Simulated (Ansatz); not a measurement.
# NaH (Fm-3m): Grüneisen parameters

Aim: how the phonons of NaH (Fm-3m) shift with volume, and the thermal expansion that follows.

Method: DFT PBEsol, scalar-relativistic, plane waves, PAW; PAW set soft_1, in Ansatz 0.2.0.

## 1. Starting point

The structure is cubic, space group Fm-3m (No. 225). Conventional cell: a = 4.791 Å, b = 4.791 Å, c = 4.791 Å, α = 90.00°, β = 90.00°, γ = 90.00°. Nearest to Na lie 6 H at 2.40 Å. Nearest to H lie 6 Na at 2.40 Å. Farther neighbours are not listed.

## 2. The dispersion

The cell comes from relaxations at this level that are not shown. Stability and thermal properties need the whole zone. Linear response on a 4×4×4 q mesh gives force constants as far as a supercell of that size would, and the tensors from the zone-centre run are typed in so that the long-range dipole term is interpolated apart.

The input, input.yaml:

```yaml
crystal:
  lattice:
    - [0.0, 2.3956655036, 2.3956655036]
    - [2.3956655036, 0.0, 2.3956655036]
    - [2.3956655036, 2.3956655036, 0.0]
  atoms:
    - { symbol: Na, position: [0.0, 0.0, 0.0] }
    - { symbol: H, position: [0.5, 0.5, 0.5] }
kpoints:
  mp_grid: { grid: [8, 8, 8] }
hamiltonian:
  xc: pbesol
  pseudopotentials: { kind: paw, azcp: { folder: soft_1 }, xc_functional: pbe }
scf:
  occupations: { method: fixed }
output:
  eigenvalues: true
phonons:
  method: dfpt
  qmesh: [4, 4, 4]
  temperatures: { t_max: 1000, t_step: 50 }
  qpath:
    path:
      - [[0.0, 0.0, 0.0], [0.5, 0.0, 0.5], [0.625, 0.25, 0.625]]
      - [[0.375, 0.375, 0.75], [0.0, 0.0, 0.0], [0.5, 0.5, 0.5], [0.5, 0.25, 0.75], [0.5, 0.0, 0.5]]
    npoints: 10
  non_analytic_term:
    high_frequency_dielectric_tensor: [[3.2486, 0.0, 0.0], [0.0, 3.2486, 0.0], [0.0, 0.0, 3.2486]]
    born_effective_charges:
      - { species: Na, tensor: [[0.9593, 0.0, 0.0], [0.0, 0.9593, 0.0], [0.0, 0.0, 0.9593]] }
      - { species: H, tensor: [[-0.9593, 0.0, 0.0], [0.0, -0.9593, 0.0], [0.0, 0.0, -0.9593]] }
    source: "zone-centre run at this cell"
```

On the command line:

```console
> ansatz run input.yaml --threads 4 --pin off --max-ram 10240MiB --backend cpu --events-out ev --progress --plain --runs-dir out
```

Numbers of over 12 decimals in the logs are rounded to 6 here.

The program printed:

```text
Engine: ansatz 0.2.0, aarch64-unknown-linux-gnu
Pseudopotentials: kind: paw
Pseudopotential: Na, paw, valence charge 9, recommended cutoff 420 eV (normal), soft_1/Na.paw.azcp
Pseudopotential: H, paw, valence charge 1, recommended cutoff 420 eV (normal), soft_1/H.paw.azcp
Functional definition: PBEsol
  exchange = pbesol_x
  correlation = pbesol_c
Crystal: 2 atoms, lattice volume = 27.498 Å³
Basis set: ecut = 420 eV, 537 PW (Γ), exchange–correlation on 48×48×48 points (8 copies of the dense FFT grid, shifted against one another)
Bands: 9, of which v1, the nominal top of the filled ones, is band 5 counted from 1 (4 counted from 0)
Symmetry: 48 space group operations
k-points: 29 of 512
Non-local potential: Na, projectors of the file, l = 0: 3, l = 1: 2, l = 2: 1
Non-local potential: H, projectors of the file, l = 0: 2, l = 1: 1
PAW form: soft (Blöchl's): semilocal exchange-correlation on the pseudo side does not see the compensation charge
PAW frozen core: Na, regenerated for the run's functional, and the local potential with it (the file was generated under x = pbe(κ = 0.804, μ = 0.219515), c = pbe(β = 0.066725))
PAW one-centre angular grid: Na, 110 points (default); XC on 64 Gauss nodes
PAW one-centre angular grid: H, 110 points (default); XC on 64 Gauss nodes
Initial density: superposition of atomic densities (chi_scale 0.1, normalization cell, long waves kept (reshape's long-wave potential 0.00 eV rms))
Initial wavefunctions: pseudopotential atomic-orbital guess
Functional: x = pbesol(κ = 0.804, μ = 0.123457), c = pbesol(β = 0.046)
SCF iter   1: F=—  HF=-1492.163417 eV  |F-HF|=—  |Δ(HF+E_count)|=         —  Δρ=4.85e-2  dr2=7.50e-1  ethr=3.10e-3  ⟨swp⟩=4.3  Hψ=1488  notcnv=0  defer=43
preconditioner: auto → none  [insulator: Δε(μ)=4.503 eV  Ē_g=11.751 eV  n_scr=8 (ndim 8)  ℏωp=10.0 eV  f_vac=0.000  ε∞_Penn≈1.7]
SCF iter   2: F=—  HF=-1491.918717 eV  |F-HF|=—  |Δ(HF+E_count)|=   2.45e-1  Δρ=1.10e-2  dr2=4.62e-2  ethr=3.10e-3  ⟨swp⟩=2.0  Hψ=561  notcnv=0  defer=48
SCF iter   3: F=—  HF=-1491.910466 eV  |F-HF|=—  |Δ(HF+E_count)|=   8.25e-3  Δρ=2.62e-3  dr2=9.12e-4  ethr=4.62e-4  ⟨swp⟩=2.0  Hψ=348  notcnv=0  defer=56
SCF iter   4: F=—  HF=-1491.911308 eV  |F-HF|=—  |Δ(HF+E_count)|=   8.42e-4  Δρ=6.36e-4  dr2=4.98e-5  ethr=9.12e-6  ⟨swp⟩=2.0  Hψ=350  notcnv=0  defer=56
SCF iter   5: F=—  HF=-1491.911360 eV  |F-HF|=—  |Δ(HF+E_count)|=   5.22e-5  Δρ=2.08e-5  dr2=7.67e-8  ethr=4.98e-7  ⟨swp⟩=3.0  Hψ=457  notcnv=0  defer=56
SCF iter   6: F=—  HF=-1491.911361 eV  |F-HF|=—  |Δ(HF+E_count)|=   1.04e-6  Δρ=3.64e-6  dr2=1.06e-9  ethr=7.67e-10  ⟨swp⟩=3.0  Hψ=406  notcnv=0  defer=9
SCF iter   7: F=—  HF=-1491.911361 eV  |F-HF|=—  |Δ(HF+E_count)|=  1.34e-11  Δρ=3.85e-7  dr2=1.36e-11  ethr=1.06e-11  ⟨swp⟩=2.1  Hψ=374  notcnv=0  defer=9
SCF iter   8: F=-1491.911361 eV  HF=-1491.911361 eV  |F-HF|=0.00e0  |Δ(HF+E_count)|=  2.80e-11  Δρ=3.18e-8  dr2=1.18e-13  ethr=1.00e-12  ⟨swp⟩=7.7  Hψ=1326  notcnv=0
SCF 1 converged in 8 iterations: F = -1491.911361 eV  dr2 = 1.18e-13
  greatest PAW one-centre occupation: 0.999 electrons in one spin orbital (limit 2), on the Na atom at site 0 (counted from 0), in its partial waves of l = 0
NSCF: frozen V_eff on 29 k-points
NSCF: frozen V_eff on 59 k-points
DFPT response loops at q = (0, 0, 0) (fractional): preconditioner auto → none (the input reference at scf.mixing.eps_inf says where Resta's filter doesn't serve); β = 0.50; Broyden in place of MSR1
NSCF: frozen V_eff on 576 k-points
DFPT response loops at q = (0, 0, 0.25) (fractional): mixed as the last ones told, above
NSCF: frozen V_eff on 300 k-points
DFPT response loops at q = (0, 0, -0.5) (fractional): mixed as the last ones told, above
NSCF: frozen V_eff on 328 k-points
DFPT response loops at q = (0, 0.25, 0.25) (fractional): mixed as the last ones told, above
NSCF: frozen V_eff on 1024 k-points
DFPT response loops at q = (0, 0.25, -0.5) (fractional): mixed as the last ones told, above
NSCF: frozen V_eff on 576 k-points
DFPT response loops at q = (0, 0.25, -0.25) (fractional): mixed as the last ones told, above
NSCF: frozen V_eff on 190 k-points
DFPT response loops at q = (0, -0.5, -0.5) (fractional): mixed as the last ones told, above
NSCF: frozen V_eff on 328 k-points
DFPT response loops at q = (0.25, -0.5, -0.25) (fractional): mixed as the last ones told, above
SCF converged after 8 iterations
Free energy (F): -1491.911361 eV
Harris-Foulkes:  -1491.911361 eV  (|F-HF|=0.00e0)
Internal energy: -1491.911361 eV  (E = F + TS)
E sigma→0 (E₀):  -1491.911361 eV
Fermi energy:    0.891971 eV
--- Per-component energies (eV) ---
  E_band       = -225.307710
  E_kinetic    = 126.225058
  E_local      = -1473.867215  (includes V_loc(G=0)·N_el)
  E_nonlocal   = 279.363047
  E_hartree    = 499.840573
  E_xc         = -45.158012
  E_vxc        = -58.501392  (∫ρ·V_xc dr)
  E_paw        = -283.948993  (= ΣΔE_a)
  E_vpaw       = -98.207590  (= ΣTr[D̂ρ^β])
  E_aug_tail   = -0.000752  (compensation charges beyond the density's cutoff)
  E_ewald      = -594.419761
  E_core_change = 0.054694  (= ΣΔE_core)
  E_smearing   = -0.000000  (= −TS)
  E_closure    = -0.000000  (closes the sum)
  Σ components = -1491.911361   (vs F -1491.911361, Δ=0.00e0)
--- Band table (eV; the first three rows and the last of 29) ---
  k-point 0: bands = ["-49.0302", "-21.0720", "-21.0720", "-21.0720", "-2.8938", "11.5393", "16.4505", "16.4505", "16.4505"]
  k-point 1: bands = ["-49.0291", "-21.0877", "-21.0739", "-21.0739", "-2.6177", "10.5876", "13.8461", "15.6876", "15.6876"]
  k-point 2: bands = ["-49.0263", "-21.1251", "-21.0783", "-21.0783", "-1.8315", "8.1222", "12.4251", "14.8971", "14.8971"]
  k-point 28: bands = ["-49.0199", "-21.1366", "-21.1366", "-21.1098", "0.8920", "6.7602", "6.7602", "9.2755", "17.4599"]
--- Phonons (Γ-DFPT): 2 representative perturbations + reference (Σ response iterations 7) ---
  ASR residual: 3.695e-5 → 0.000e0 eV/Å²; symmetrization residual: 8.970e-8 eV/Å²
  ASR residual per site (eV/Å²): 3.70e-5 6.90e-6
  Γ frequencies (cm⁻¹): 0.00 0.00 0.00 519.63 519.63 519.63
--- Phonons (arbitrary-q DFPT): 8 irreducible q on the 4×4×4 mesh ---
  q = [0.0000, 0.0000, 0.0000] (star 1, of the zone-centre solve; hermiticity 1.87e-7, symmetrization 3.17e-12): -0.00 -0.00 0.00 519.63 519.63 519.63
  q = [0.0000, 0.0000, 0.2500] (star 8, 2 solved perturbations on 288 of 512 k-point pairs; hermiticity 1.85e-8, symmetrization 1.48e-12): 92.72 92.72 166.44 554.98 554.98 885.49
  q = [0.0000, 0.0000, -0.5000] (star 4, 2 solved perturbations on 150 of 512 k-point pairs; hermiticity 2.29e-10, symmetrization 1.15e-10): 124.52 124.52 239.43 585.63 585.63 875.59
  q = [0.0000, 0.2500, 0.2500] (star 6, 4 solved perturbations in 528 linear systems a pass and spin channel, the states on 164 of 512 k-point pairs; hermiticity 3.20e-8, symmetrization 1.88e-13): 107.55 107.55 164.27 610.84 610.84 864.42
  q = [0.0000, 0.2500, -0.5000] (star 24, 4 solved perturbations in 1600 linear systems a pass and spin channel, the states on 512 of 512 k-point pairs; hermiticity 6.17e-8, symmetrization 1.43e-8): 131.60 153.93 204.89 634.67 687.37 833.99
  q = [0.0000, 0.2500, -0.2500] (star 12, 4 solved perturbations in 904 linear systems a pass and spin channel, the states on 288 of 512 k-point pairs; hermiticity 8.32e-8, symmetrization 2.15e-12): 123.05 152.91 196.77 580.32 688.22 843.07
  q = [0.0000, -0.5000, -0.5000] (star 3, 4 solved perturbations in 308 linear systems a pass and spin channel, the states on 95 of 512 k-point pairs; hermiticity 4.08e-8, symmetrization 5.13e-9): 139.63 139.63 205.03 679.59 679.59 837.54
  q = [0.2500, -0.5000, -0.2500] (star 6, 4 solved perturbations in 502 linear systems a pass and spin channel, the states on 164 of 512 k-point pairs; hermiticity 9.33e-8, symmetrization 1.97e-10): 154.16 179.82 179.82 684.66 761.53 761.53
  sum rule: each row above includes the acoustic sum rule's correction from the zone centre's row sums; it moved no ω² by more than (1.36 cm⁻¹)²
  mesh force constants: q→R imaginary residual 2.00e-18; ASR residual 3.695e-5 → 0.000e0 eV/Å²; symmetrization residual 1.776e-15 eV/Å²
  interpolated dispersion: 63 rows × 6 modes
  density of states and harmonic sums: on the 24×24×24 q-mesh, interpolated from the force constants of a 4×4×4 supercell (with the dipole–dipole term of supplied tensors)
  largest difference from the sums on the solved wave vectors: F 1.03e-2 eV, S 1.44e-5 and C_V 3.93e-6 eV/K
  zero-point energy: 0.159504 eV/cell   skipped modes (ω ≤ 0): 3   left out of the sums: 3.62e-5 of the cell's modes: C_V's classical limit lies that fraction below 3 k_B per atom; for a crystal, a wire or a layer, F and S can be off by more, and a phonons.interpolated_qmesh denser along its periods is the remedy for the sampling
```

The job ended after 22 s (4 threads of Arm Neoverse V1, shared host; peak memory 0.52 GiB; 82 s of CPU time).

Numbers from this step:

| Quantity | Value |
| --- | --- |
| gap on the k-mesh | 3.607 eV |
| volume per atom | 13.75 Å³ |
| sum-rule residual before enforcement | 3.70e-5 eV/Å² |
| lowest frequency on the path | 0 cm⁻¹ |
| point group | m-3m |
| highest frequency on the path or at a solved wavevector | 891.6 cm⁻¹ |
| mean frequency | 428.8 cm⁻¹ |
| Debye temperature (second moment) | 960 K |
| logarithmic mean frequency | 319.6 cm⁻¹ |
| highest optical mode at the zone centre (no LO-TO term) | 519.6 cm⁻¹ |
| lowest optical zone-centre mode | 519.6 cm⁻¹ |
| lowest mode on the q mesh (acoustic modes at Γ apart) | 92.72 cm⁻¹ |
| zero-point energy per atom | 79.75 meV |
| heat capacity at 300 K | 17.18 J/(mol atoms K) |
| vibrational entropy at 300 K | 19.24 J/(mol atoms K) |
| edges of the widest gap between branches, on path and mesh | 239.4, 519.6 cm⁻¹ |

Frequencies (cm⁻¹) solved at each irreducible wavevector; negative means imaginary. Frequencies by wavevector, by row:

```tsv
q in reciprocal lattice units	star	mode 1	mode 2	mode 3	mode 4	mode 5	mode 6
0 0 0	1	0	0	0	519.6	519.6	519.6
0 0 0.25	8	92.7	92.7	166.4	555	555	885.5
0 0 -0.5	4	124.5	124.5	239.4	585.6	585.6	875.6
0 0.25 0.25	6	107.5	107.5	164.3	610.8	610.8	864.4
0 0.25 -0.5	24	131.6	153.9	204.9	634.7	687.4	834
0 0.25 -0.25	12	123	152.9	196.8	580.3	688.2	843.1
0 -0.5 -0.5	3	139.6	139.6	205	679.6	679.6	837.5
0.25 -0.5 -0.25	6	154.2	179.8	179.8	684.7	761.5	761.5
```

Symmetry leaves 8 wavevectors to solve. The lowest mode among them, the acoustic zeros apart, lies at q = (0, 0, 0.25) and is real, 92.7 cm⁻¹.

## 3. Relaxing at another volume, volume ratio 0.97

The volume is scaled by 0.97 and held; symmetry leaves nothing to relax, so this is a single point. The modes can then be followed against volume.

input.yaml, the sections that differ from step 2:

```yaml
crystal:
  lattice:
    - [0.0, 2.3714652076, 2.3714652076]
    - [2.3714652076, 0.0, 2.3714652076]
    - [2.3714652076, 2.3714652076, 0.0]
  atoms:
    - { symbol: Na, position: [0.0, 0.0, 0.0] }
    - { symbol: H, position: [0.5, 0.5, 0.5] }
output:
  forces: true
  stress: true
  eigenvalues: true
# kpoints, hamiltonian, scf: as in step 2
# phonons: removed
```

The program printed:

```text
[...]
Crystal: 2 atoms, lattice volume = 26.674 Å³
Basis set: ecut = 420 eV, 531 PW (Γ), exchange–correlation on 48×48×48 points (8 copies of the dense FFT grid, shifted against one another)
Bands: 9, of which v1, the nominal top of the filled ones, is band 5 counted from 1 (4 counted from 0)
Symmetry: 48 space group operations
[...]
k-points: 29 of 512
[...]
Free energy (F): -1491.909401 eV
[...]
Internal energy: -1491.909401 eV  (E = F + TS)
E sigma→0 (E₀):  -1491.909401 eV
Fermi energy:    1.051881 eV
[...]
--- Stress (GPa, compression-positive) ---
        0.779837      -0.000000       0.000000
        0.000000       0.779837       0.000000
        0.000000       0.000000       0.779837
  P = ⅓ Tr σ = 0.7798 GPa (7.798 kbar)
--- Band table (eV; the first three rows and the last of 29) ---
[...]
[key lines of the parts left out:]
SCF converged after 6 iterations
```

It took 0.35 s on 4 threads; peak memory 0.24 GiB.

This step gave:

```yaml
pressure: 0.7798 GPa
gap_on_the_k_mesh: 3.655 eV
volume_per_atom: 13.34 Å³
direct_gap_on_mesh: 4.581 eV
```

At this level the gap is 3.65 eV on the k-mesh of the self-consistent run, which can miss the band edges.

## 4. Phonons at the other volume, volume ratio 0.97

The phonons are repeated at this volume on the same k and q meshes.

input.yaml, the sections that differ from step 3:

```yaml
output:
  eigenvalues: true
phonons:
  method: dfpt
  dielectric: true
  rigid_motions: translations
  qmesh: [4, 4, 4]
  temperatures: { t_max: 1000, t_step: 50 }
  qpath:
    path:
      - [[0.0, 0.0, 0.0], [0.5, 0.0, 0.5], [0.625, 0.25, 0.625]]
      - [[0.375, 0.375, 0.75], [0.0, 0.0, 0.0], [0.5, 0.5, 0.5], [0.5, 0.25, 0.75], [0.5, 0.0, 0.5]]
    npoints: 10
# crystal, kpoints, hamiltonian, scf: as in step 3
```

The program printed:

```text
[...]
Crystal: 2 atoms, lattice volume = 26.674 Å³
Basis set: ecut = 420 eV, 531 PW (Γ), exchange–correlation on 48×48×48 points (8 copies of the dense FFT grid, shifted against one another)
Bands: 9, of which v1, the nominal top of the filled ones, is band 5 counted from 1 (4 counted from 0)
Symmetry: 48 space group operations
k-points: 59 of 512 (irreducible under 8 space group operations, time reversal used)
[...]
SCF iter   1: F=—  HF=-1492.166542 eV  |F-HF|=—  |Δ(HF+E_count)|=         —  Δρ=4.99e-2  dr2=7.58e-1  ethr=3.10e-3  ⟨swp⟩=4.2  Hψ=3033  notcnv=0  defer=94
[...]
SCF iter   7: F=-1491.909401 eV  HF=-1491.909401 eV  |F-HF|=2.73e-12  |Δ(HF+E_count)|=  6.73e-10  Δρ=2.46e-7  dr2=4.82e-12  ethr=1.00e-12  ⟨swp⟩=8.7  Hψ=2967  notcnv=0
SCF 1 converged in 7 iterations: F = -1491.909401 eV  dr2 = 4.82e-12
[...]
DFPT response loops at Γ: preconditioner auto → none (the input reference at scf.mixing.eps_inf says where Resta's filter doesn't serve); β = 0.50; Broyden in place of MSR1
── the response to a field inside a basis, on 8×8×8 k-points: an SCF that follows is theirs, and a resumed run solves both again ──
Bands: 6, of which v1, the nominal top of the filled ones, is band 5 counted from 1 (4 counted from 0)
k-points: 60 of 512 (irreducible under 12 space group operations)
[...]
Eigensolver: Dense (60 Hₖ)
SCF iter   1: F=—  HF=-1491.909352 eV  |F-HF|=—  |Δ(HF+E_count)|=         —  Δρ=1.77e-4  dr2=1.17e-6  ethr=1.00e-1
[...]
SCF iter   3: F=-1491.909354 eV  HF=-1491.909354 eV  |F-HF|=1.73e-9  |Δ(HF+E_count)|=   6.63e-7  Δρ=6.80e-6  dr2=3.45e-9  ethr=2.90e-9
SCF 1 converged in 3 iterations: F = -1491.909354 eV  dr2 = 3.45e-9
[...]
NSCF: frozen V_eff on 29 k-points
[...]
SCF converged after 7 iterations
Free energy (F): -1491.909401 eV
[...]
Internal energy: -1491.909401 eV  (E = F + TS)
E sigma→0 (E₀):  -1491.909401 eV
Fermi energy:    1.051912 eV
[...]
--- Band table (eV; the first three rows and the last of 59) ---
[...]
--- Phonons (Γ-DFPT): 2 representative perturbations + reference, on 59 of 512 k-points (Σ response iterations 7) ---
  k mesh reduced under 8 symmetry operations, with k and −k counted as one. Each operation leaves every solved perturbation unchanged. A smaller set is not considered because the run solves the response to a homogeneous field
  ASR residual: 2.941e-4 → 0.000e0 eV/Å²; symmetrization residual: 7.222e-8 eV/Å²
  ASR residual per site (eV/Å²): 2.94e-4 8.72e-5
  Γ frequencies (cm⁻¹): 0.00 0.00 0.00 549.81 549.81 549.81
  ε∞ (high-frequency dielectric tensor):
        3.252517     0.000000     0.000000
        0.000000     3.252517    -0.000000
        0.000000    -0.000000     3.252517
  ε⁰ (static dielectric tensor: ions relaxed, cell fixed):
        8.958307     0.000000    -0.000000
        0.000000     8.958307     0.000000
       -0.000000     0.000000     8.958307
  ε⁰ − ε∞ (ionic part):
        5.705790    -0.000000    -0.000000
       -0.000000     5.705790     0.000000
       -0.000000     0.000000     5.705790
  softest optical mode at Γ: 549.81 cm⁻¹; the repairs (sum rule, projections) moved no ω² at Γ by more than (4.86 cm⁻¹)²
  Born effective charges Z* (e; rows j = field, columns β = displacement):
    site 0:
         0.95018   -0.00000   -0.00000
         0.00000    0.95018    0.00000
        -0.00000    0.00000    0.95018
    site 1:
        -0.95018    0.00000    0.00000
        -0.00000   -0.95018   -0.00000
         0.00000   -0.00000   -0.95018
  Z* charge neutrality: 3.493e-5 e pre-enforcement
  solved inside a basis spanned on kpoints, on 8×8×8 k-points, its susceptibility summed on 12×12×12: ε∞ is read to err by 6.9e-3, Z* by 9.5e-3 e (field_mesh: kpoints solves on kpoints); Z* is corrected for what the basis lacks
  optical modes at Γ without the LO–TO term, one row a degenerate level:
      ω (cm⁻¹)  modes    IR ((D/Å)²/amu)
        549.81      3            64.7106
  optical modes at Γ + LO–TO along q̂ = [1.0000, 0.0000, 0.0000]:
      ω (cm⁻¹)  modes    IR ((D/Å)²/amu)
        549.81      2            43.1404
        912.46      1            21.5702
  optical modes at Γ + LO–TO along q̂ = [0.0000, 1.0000, 0.0000]:
      ω (cm⁻¹)  modes    IR ((D/Å)²/amu)
        549.81      2            43.1404
        912.46      1            21.5702
  optical modes at Γ + LO–TO along q̂ = [0.0000, 0.0000, 1.0000]:
      ω (cm⁻¹)  modes    IR ((D/Å)²/amu)
        549.81      2            43.1404
        912.46      1            21.5702
--- Phonons (arbitrary-q DFPT): 8 irreducible q on the 4×4×4 mesh ---
[...]
interpolated dispersion: 63 rows × 6 modes
[...]
```

The job ended after 25 s (4 threads; peak memory 0.54 GiB).

Numbers from this step:

* sum-rule residual before enforcement: 2.94e-4 eV/Å²
* miss of the charge sum rule: 3.49e-5 e
* estimated error of the dielectric tensor: 0.006904
* estimated error of the Born charges: 0.009481 e
* highest frequency on the path or at a solved wavevector: 912.5 cm⁻¹
* mean frequency: 444 cm⁻¹
* Debye temperature (second moment): 993 K
* logarithmic mean frequency: 331.2 cm⁻¹
* highest optical mode at the zone centre (no LO-TO term): 549.8 cm⁻¹
* lowest optical zone-centre mode: 549.8 cm⁻¹
* mean high-frequency dielectric constant: 3.252
* largest Born charge (third of the trace): 0.9502 e
* mean static dielectric constant: 8.958
* top of the zone-centre spectrum with the field: 912.5 cm⁻¹
* lowest mode on the q mesh (acoustic modes at Γ apart): 96.88 cm⁻¹
* zero-point energy per atom: 82.56 meV

Frequencies (cm⁻¹) solved at each irreducible wavevector; negative means imaginary. Frequencies by wavevector, by row:

```tsv
q in reciprocal lattice units	star	mode 1	mode 2	mode 3	mode 4	mode 5	mode 6
0 0 0	1	0	0	0	549.8	549.8	549.8
0 0 0.25	8	96.9	96.9	170.8	583.7	583.7	906.6
0 0 -0.5	4	130.5	130.5	245.7	613.1	613.1	896.9
0 0.25 0.25	6	109.5	109.5	172.8	638.4	638.4	885.2
0 0.25 -0.5	24	135.9	159.9	212.2	661.3	712	855.9
0 0.25 -0.25	12	129.3	157.4	203.6	607.8	713.3	864.6
0 -0.5 -0.5	3	143	143	213.6	705.5	705.5	859.4
0.25 -0.5 -0.25	6	159.8	186.3	186.3	709.4	785	785
```

The highest optical mode at the zone centre (no LO-TO term) is 549.8 cm⁻¹, +30.2 cm⁻¹ against the base run.

[end of part 1 of 2]

[Logs are printed without paths, hosts, clocks, repeated set-up lines and the standing remarks that a program may print on its own settings, such as how far it seeks lower states.]

[Hosts, paths, dates, database ids (printed as entryN), source tags and the programs' standing remarks are cut or masked in the printed files.]
